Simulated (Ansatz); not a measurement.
All numbers below come from DFT PBE, scalar-relativistic, plane waves, PAW (Ansatz). All cells share a 420 eV cutoff and Γ-centred k meshes spaced at most about 0.3 Å⁻¹ (about 0.25 or finer for metals, 2π included). No spin polarisation in the final relaxations.

These are static total energies at zero pressure. All come from trial cells, and lower structures may exist.

**Question.** Order these relaxed structures of Be by energy, lowest first, with the energy over the lowest of them.
A.

```
CELL_PARAMETERS angstrom
2.26429 0.00000 0.00000
-1.13214 1.96093 0.00000
0.00000 0.00000 3.56126
ATOMIC_POSITIONS crystal
Be 0.33333 0.66667 0.75000
Be 0.66667 0.33333 0.25000
```

B.

```
CELL_PARAMETERS angstrom
-1.25018 1.25018 1.25018
1.25018 -1.25018 1.25018
1.25018 1.25018 -1.25018
ATOMIC_POSITIONS crystal
Be 0.00000 0.00000 0.00000
```

**Answer.** A (0 meV/atom), B (101 meV/atom). Forms: A hcp type, P6_3/mmc; B bcc type, Im-3m. Counting all near atoms (those within 1.25 times the shortest distance at each site; a plus sign parts nearer from farther groups): A has Be 12; B has Be 8+6.

With atoms moved at random, P6_3/mmc came back. Other cells relaxed within their symmetry can be saddle points. The part of the Crystallography Open Database at hand lists Be in space groups No. 18, 194; sharing a group (P6_3/mmc) doesn't make a cell the listed structure. Some structure types and database cells were kept out of the candidates from the start, so a known form may be missing.
